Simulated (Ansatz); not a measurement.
The reference is Sb₂Te₃ in the Bi2Te3 type structure (space group R-3m, No. 166; a = 4.287 Å, c = 30.930 Å (hexagonal axes)).

The values are results of r2SCAN+rVV10 (Ansatz, a quantum-chemistry and plane-wave program), no SOC, earlier PAW set, not measurements.

Base values:

| Property | Result |
|---|---|
| Pressure | 0.00 GPa |

Now apply this change: every lattice vector is shortened by 1.37 %; the atoms relax in the strained cell.

Problem. What does the calculation give for the mean gap deformation potential ΔEg/Δln V after the change?

Solution. The mean gap deformation potential ΔEg/Δln V comes out as +3.2 eV.

Problem. Estimate the effect on the energy relative to the base.

Solution. The energy grows by 6.3 meV/atom.

Problem. How does this affect the largest internal atomic displacement?

Solution. The largest internal atomic displacement amounts to 0.065 Å.

Problem. What happens to the pressure?

Solution. The pressure (mean of the normal stresses, compression positive) goes from zero to 1.60 GPa.

With Sb and Te present, leaving out spin-orbit coupling can change the band edges. Stability against distortions was not tested. A zero or small gap of Sb2Te3 can be the functional's error rather than a property of the material.
